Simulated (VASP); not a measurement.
Write the native input for VASP 6.6.1 that does the following.

```yaml
Task: relaxation of cell and atoms
Functional: PBE
Potentials_or_basis: VASP PAW PBE potentials, release 64 (C)
Cutoff: 520 eV
k_mesh: 4 × 4 × 4
Occupations: gaussian, width 0.02 eV
Spin: no spin polarisation
Further_INCAR_settings: ALGO = Fast; EDIFF = 1e-07; IBRION = 2; EDIFFG = -0.002; NSW = 80; ISIF = 3
```

The structure of C lies in POSCAR:

```
C
1.0
    0.0000000000      1.7833700000      1.7833700000
    1.7833700000      0.0000000000      1.7833700000
    1.7833700000      1.7833700000      0.0000000000
C
2
Direct
    0.0000000000      0.0000000000      0.0000000000
    0.2500000000      0.2500000000      0.2500000000
```

This isn't the form of C at room conditions, which is graphite.

These files were run (other wordings do the same):

INCAR

```
  PREC = Accurate
  ENCUT = 520
  EDIFF = 1E-7
  ISMEAR = 0
  SIGMA = 0.02
  LREAL = F
  LASPH = T
  NELM = 100
  ALGO = Fast
  ISIF = 3
  LWAVE = F
  LCHARG = F
  GGA = PE
  IBRION = 2
  NSW = 80
  EDIFFG = -0.002
```

KPOINTS

```
regular mesh
0
Gamma
  4 4 4
```

Potentials or basis: VASP PAW PBE potentials, release 64 (C).

Command:

```sh
$ cat potpaw_PBE.64/C/POTCAR > POTCAR
$ mpirun -np 1 vasp_std > vasp.out
```

Results of the run:

- Relaxed volume: 5.72 Å³/atom
- Relaxed cell: a = 2.529 Å, b = 2.529 Å, c = 2.529 Å, α = 60.00°, β = 60.00°, γ = 60.00°
- Space group after relaxing (to 0.05 Å): Fd-3m (No. 227)
- Energy gained by relaxing: 0.5 meV/atom
- Ionic steps: 3
- Pressure after relaxing: 0.0 GPa
- Band gap on the k mesh: 4.41 eV, indirect (least direct gap 5.56 eV)

Caveat: the k mesh is coarse (spacing up to 0.76 Å⁻¹), so the values aren't converged.

Run time: 4.7 s on 1 thread of Intel(R) Xeon(R) Platinum 8488C (Sapphire Rapids), on a shared host, peak memory 0.11 GiB.
